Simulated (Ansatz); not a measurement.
**Y: do energies and stresses tell the same story?**

Method: DFT r2SCAN, scalar-relativistic, plane waves, PAW (Ansatz 0.2.0).

Settings: cutoff 500 eV, Γ-centred mesh 15×15×4 on the computed 4-atom cell, Gaussian smearing of 0.10 eV; no spin polarisation.

Relaxed cell: P6_3/mmc, a = 3.631 Å, b = 3.631 Å, c = 11.626 Å, α = 90.00°, β = 90.00°, γ = 120.00°, 4 atoms in the primitive cell.

Energies at zero smearing and pressures from the stress tensor, at volumes with shape and atoms relaxed:
| V (Å³/atom) | E − E(first) (meV/atom) | P (GPa) |
| --- | --- | --- |
| 31.190 | 0.00 | 2.60 |
| 32.186 | -11.56 | 1.22 |
| 33.181 | -15.04 | 0.02 |
| 34.177 | -11.45 | -1.05 |
| 35.172 | -1.65 | -2.00 |

Task: Check P = −dE/dV between neighbouring volumes, and get the bulk modulus from the pressures alone.

Result: With 1 eV/Å³ = 160.2 GPa:
```
middle V (Å³/atom)  −ΔE/ΔV (GPa) mean P (GPa)
            31.688         1.861         1.912
            32.683         0.559         0.620
            33.679        -0.578        -0.518
            34.674        -1.577        -1.524
```

The two differ by 0.06 GPa at most. The mean of two end pressures misses the average over a step by about ΔV² P″/12, up to 0.01 GPa here; with that taken off 0.05 GPa remains. The stress is the derivative of the free energy, not of the energy at zero smearing, and with free energies 0.00 GPa remains. Around V = 33.181 Å³/atom, the two neighbours give B = −V ΔP/ΔV = 33.181 × 2.27 / 1.991 = 37.9 GPa, against B0 = 38.0 GPa from the Birch–Murnaghan fit of the energies.

A ferromagnetic start lost its moments in a first run, so spin was left out; other magnetic orders weren't tried.

Cost: 6 runs of about 9.2 core-minutes in all, on Arm Neoverse V1 (shared hosts).